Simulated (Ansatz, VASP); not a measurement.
# CuAu: VASP beside Ansatz

```
CELL_PARAMETERS angstrom
2.83427 0.00000 0.00000
0.00000 2.83427 0.00000
0.00000 0.00000 3.53834
ATOMIC_POSITIONS crystal
Cu 0.50000 0.50000 0.50000
Au 0.00000 0.00000 0.00000
```

Alike in both runs: functional PBEsol; k mesh 14 × 14 × 12; occupations gaussian, width 0.1 eV; no spin polarisation.

Ansatz relaxed the structure, and its values are those at the end. VASP's run is a single point on that final structure, the one shown.

|  | VASP | Ansatz |
| --- | --- | --- |
| version | VASP 6.6.1 | Ansatz 0.2.0 |
| potentials or method | VASP PAW PBE potentials, release 64 (Cu, Au) | scalar-relativistic, plane waves, PAW |
| plane-wave cutoff (eV) | 520 | 420 |
| valence electrons in the cell | 22 | 38 |

```tsv
	VASP	Ansatz	Ansatz less VASP
gap on the k mesh at the Fermi level (eV)	none	none	-
pressure (GPa)	0.0	0.0	+0.02
```

A gap of «none» marks a metal or a gap that the smearing closes. The two sets of potentials don't hold the same shells in valence.

Caveats: the PAW data sets were made with another functional, which shifts forces and pressure a little (VASP). The runs have no spin-orbit coupling, so splittings on Au are missing.
